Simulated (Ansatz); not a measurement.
**Nb: strong compression**

One table from this session's results is given with a row withheld; the runs are named, their logs left out.

Program: Ansatz 0.2.0. Level of theory: DFT PBE, with the methods named in each step. These are calculated values, not measurements.

2 further runs of the same task are left out: 2 that didn't finish.

**Starting point**

The structure is hexagonal, space group P6/mmm (No. 191). Conventional cell: a = 4.884 Å, b = 4.884 Å, c = 2.685 Å, α = 90.00°, β = 90.00°, γ = 120.00°. Nb (site symmetry 6/mmm) is surrounded by 2 Nb at 2.69 Å. Around Nb (site symmetry -6m2) lie 5 Nb at 2.69 to 2.82 Å.

Structure file:

```
Nb
1.0
     4.88416    0.00000    0.00000
    -2.44208    4.22980    0.00000
     0.00000    0.00000    2.68506
Nb
3
Direct
  0.00000 0.00000 0.00000
  0.33333 0.66667 0.50000
  0.66667 0.33333 0.50000
```

Whether this phase is the stable one at these pressures isn't tested.

Atoms are numbered in the order of the input: Nb1, Nb2, Nb3.

Set-up of the first run:

Input file input.yaml:

```yaml
crystal:
  lattice:
    - [4.884157346, 0.0, 0.0]
    - [-2.442078673, 4.2298043377, 0.0]
    - [0.0, 0.0, 2.6850557581]
  atoms:
    - { symbol: Nb, position: [0.0, 0.0, 0.0] }
    - { symbol: Nb, position: [0.3333333333, 0.6666666667, 0.5] }
    - { symbol: Nb, position: [0.6666666667, 0.3333333333, 0.5] }
kpoints:
  mp_grid: { grid: [9, 9, 12] }
  band_path:
    path:
      - [0.0, 0.0, 0.0]
      - [0.5, 0.0, 0.0]
      - [0.3333333333, 0.3333333333, 0.0]
      - [0.0, 0.0, 0.0]
      - [0.0, 0.0, 0.5]
      - [0.5, 0.0, 0.5]
      - [0.3333333333, 0.3333333333, 0.5]
      - [0.0, 0.0, 0.5]
      - [0.5, 0.0, 0.5]
    npoints: 14
scf:
  occupations: { method: fermi_dirac, width: 0.05 }
hamiltonian:
  xc: pbe
  pseudopotentials: { kind: all_electron, lapw: { basis_error: 0.001 } }
output:
  forces: true
  stress: true
  eigenvalues: true
  populations: true
  dos: { projected: true, de: 0.2, e_range: [-14, 8] }
```

Command:

```
> ansatz run input.yaml --threads 1 --pin off --max-ram 3072MiB --backend cpu --events-out ev --progress --plain --runs-dir out
```

Steps of the session up to this table: The reference volume, LAPW; Volume scaled by 1, crystal datasets; Volume scaled by 1, norm-conserving; Volume scaled by 0.88, LAPW; Volume scaled by 0.78, LAPW; Volume scaled by 0.68, LAPW; Volume scaled by 0.43, LAPW; Volume scaled by 0.43, crystal datasets; Volume scaled by 0.43, norm-conserving.

One of the session's tables, all rows but one given; the rest of the session is left out.

| method | volume over the first | volume (Å³/atom) | pressure (GPa) |
| --- | --- | --- | --- |
| LAPW | 1 | 18.490 | -0.01 |
| LAPW | 0.88 | 16.271 | 26.53 |
| LAPW | 0.78 | 14.422 | 64.71 |
| LAPW | 0.68 | 12.573 | 130.00 |
| LAPW | 0.43 | 7.951 | 659.74 |
| PAW | 1 | 18.490 | 0.00 |
| PAW | 0.88 | 16.271 | 26.53 |
| PAW | 0.78 | 14.422 | 64.69 |
| PAW | 0.68 | 12.573 | 129.94 |
| PAW | 0.43 | 7.951 | 658.40 |
| PAW (source ansatz) | 0.43 | 7.951 | 660.03 |
| crystal datasets | 1 | 18.490 | -0.01 |
| crystal datasets | 0.43 | ? | ? |
| norm-conserving | 1 | 18.490 | 0.01 |
| norm-conserving | 0.43 | 7.951 | 658.56 |

Q: Estimate the row for crystal datasets, 0.43 from the others.

As computed: volume (Å³/atom): 7.951; pressure (GPa): 659.75.

To keep in mind: Warnings in the runs' records: crystal datasets made.
